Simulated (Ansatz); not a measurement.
# KBr: a single-point run

Aim: a sound single-point run of KBr. The structure is shown as the input types it. The cell is built on a prototype (NiAs type) and needn't be the phase found in nature.

Method: density functional or hybrid calculation with the settings of its input, plane waves (as first typed), in Ansatz 0.2.0.

2 further runs of the same task are left out: 2 that didn't finish.

## Step 1: The starting structure

Symmetry: P6_3/mmc, No. 194, hexagonal system. The conventional cell has a = 4.559 Å, b = 4.559 Å, c = 8.020 Å, α = 90.00°, β = 90.00°, γ = 120.00°. K (site symmetry -3m) has 6 Br at 3.31 Å as nearest neighbours. Br (site symmetry -6m2) has 6 K at 3.31 Å as nearest neighbours.

Coordinates:

```xyz
4
Lattice="4.5593 0.0000 0.0000 -2.2796 3.9485 0.0000 0.0000 0.0000 8.0201" Properties=species:S:1:pos:R:3 pbc="T T T"
K     0.0000    0.0000    0.0000
K     0.0000    0.0000    4.0100
Br    0.0000    2.6323    2.0050
Br    2.2796    1.3162    6.0150
```

## Step 2: The run

The input, input.yaml:

```yaml
crystal:
  lattice:
    - [4.5592982998, 0.0, 0.0]
    - [-2.2796491499, 3.9484681511, 0.0]
    - [0.0, 0.0, 8.020064766]
  atoms:
    - { symbol: K, position: [0.0, 0.0, 0.0] }
    - { symbol: K, position: [0.0, 0.0, 0.5] }
    - { symbol: Br, position: [0.3333333333, 0.6666666667, 0.25] }
    - { symbol: Br, position: [0.6666666667, 0.3333333333, 0.75] }
kpoints:
  mp_grid: { grid: [6, 6, 2] }
hamiltonian:
  xc: pbe
scf:
  occupations: { method: fixed }
  n_extra_bands: 5000
output:
  forces: true
  stress: true
  eigenvalues: true
```

The run is started by

```
ansatz run input.yaml --threads 4 --pin off --max-ram 3686MiB --backend cpu --events-out ev --progress --plain --runs-dir out
```

**Question.** How will this run end, and is anything wrong with its input?

The program refused the input before any cycle. Its message: «inconsistent input (scf.n_extra_bands, basis.ecutwfc, kpoints): n_bands = 5016 exceeds the smallest per-k basis n_pw = 2796 (k-point 13, counted from 0 among those solved) — raise basis.ecutwfc or lower scf.n_extra_bands»

The suspect setting: scf.n_extra_bands is 5000. There are no spare bands for the search of the Fermi level.

What to do: set scf.n_extra_bands to 5.
